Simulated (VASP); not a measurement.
Runs of VASP 6.6.1 on KCl. It takes space group Pm-3m (No. 221, cubic). The conventional cell has a = 3.759 Å, b = 3.759 Å, c = 3.759 Å, α = 90.00°, β = 90.00°, γ = 90.00°. K (site symmetry m-3m) is surrounded by 8 Cl at 3.26 Å. Cl (site symmetry m-3m) has 8 K at 3.26 Å as nearest neighbours. Measurements of this composition are mostly on another form, of space group No. 225.

```tsv
task	cell	gap on the mesh (eV)	pressure (GPa)
relaxation of the atoms	atoms relaxed from: a relaxed cell with its volume scaled by 1.04	4.90	-0.8
relaxation of the atoms	atoms relaxed from: a relaxed cell with its volume scaled by 0.94	5.37	1.6
relaxation of the atoms	atoms relaxed from: a relaxed cell with its volume scaled by 0.96	5.27	1.0
relaxation of the atoms	atoms relaxed	5.08	0.0
relaxation of the atoms	atoms relaxed from: a relaxed cell with its volume scaled by 1.06	(b)	-1.1
relaxation of cell and atoms	relaxed	5.07	0.0
relaxation of the atoms	atoms relaxed from: a relaxed cell with its volume scaled by 0.98	(a)	0.5
```

Alike in all rows: level PBE+D3(BJ); potentials or basis VASP PAW PBE potentials, release 64 (K_sv, Cl); no spin polarisation; k mesh 8 × 8 × 8; cutoff (eV) 600; smearing gaussian 0.03 eV.

**Question.** Estimate the missing entries.

**Answer.** (a) 5.17; (b) 4.82.

Caveats: the relaxation stopped at its first step, so nothing moved.

A k mesh can miss the band edges.
